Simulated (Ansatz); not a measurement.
**BaTiO3 under changes of volume**

One of the cells (12.856 Å³/atom); the others are scaled copies at fixed shape and fractional positions:

```
CELL_PARAMETERS angstrom
3.99980 0.00000 0.00000
0.00000 3.99980 0.00000
0.00000 0.00000 4.01800
ATOMIC_POSITIONS crystal
Ba 0.00000 0.00000 0.00000
Ti 0.50000 0.50000 0.49000
O 0.00000 0.50000 0.51700
O 0.50000 0.00000 0.51700
O 0.50000 0.50000 0.01900
```

```yaml
Program: Ansatz 0.2.0
Functional: PBEsol
Potentials_or_basis: Ansatz PAW
Cutoff: "420 eV (not typed: the program's choice for these potentials)"
k_mesh: 7 × 7 × 7
Occupations: fermi-dirac, width 0.05 eV
Spin: no spin polarisation
```

| volume (Å³/atom) | energy over the lowest point (meV/atom) | pressure (GPa) | gap on the mesh (eV) | largest force (eV/Å) |
| --- | --- | --- | --- | --- |
| 12.085 | 11.06 | 7.6 | 2.02 | 0.134 |
| 12.342 | 2.28 | 3.4 | 1.98 | 0.091 |
| 12.599 | 0.00 | -0.4 | 1.93 | 0.227 |
| 12.856 | ? | ? | ? | ? |
| 13.113 | 12.09 | -6.9 | 1.84 | 0.472 |
| 13.371 | 25.37 | -9.6 | 1.80 | 0.583 |
| 13.628 | 42.76 | -12.0 | 1.76 | 0.686 |

Problem. What does the run at 12.856 Å³/atom give?

Solution. Energy over the lowest point 3.44 meV/atom; pressure -3.8 GPa; gap on the mesh 1.89 eV; largest force 0.354 eV/Å.

Worked out: A Birch-Murnaghan fit of order 3 (a polynomial in V^(-2/3)) to the other rows has its minimum at 12.57 Å³/atom with B0 = V·E''(V) = 178 GPa and B' = 4.5 at fixed shape and positions, which overstates the stiffness. It gives 3.46 meV/atom at 12.856 Å³/atom, against the run's 3.44, and -dE/dV = -3.8 GPa, against -3.8. A straight line through the other rows of the gap, of slope -2.19 eV per unit of ln V, gives 1.89 eV, against the run's 1.89.

Energies are extrapolated to zero smearing.

Caveats: odd divisions of the mesh miss points on the zone boundary, where band edges often lie, so the gap on the mesh can be too wide; spin-orbit coupling is left out, which moves the levels of the heavy elements; the PAW data sets come from PBE, with cores solved anew for the run's functional, which leaves a small shift of forces and pressure.

A mesh can miss the band edges.
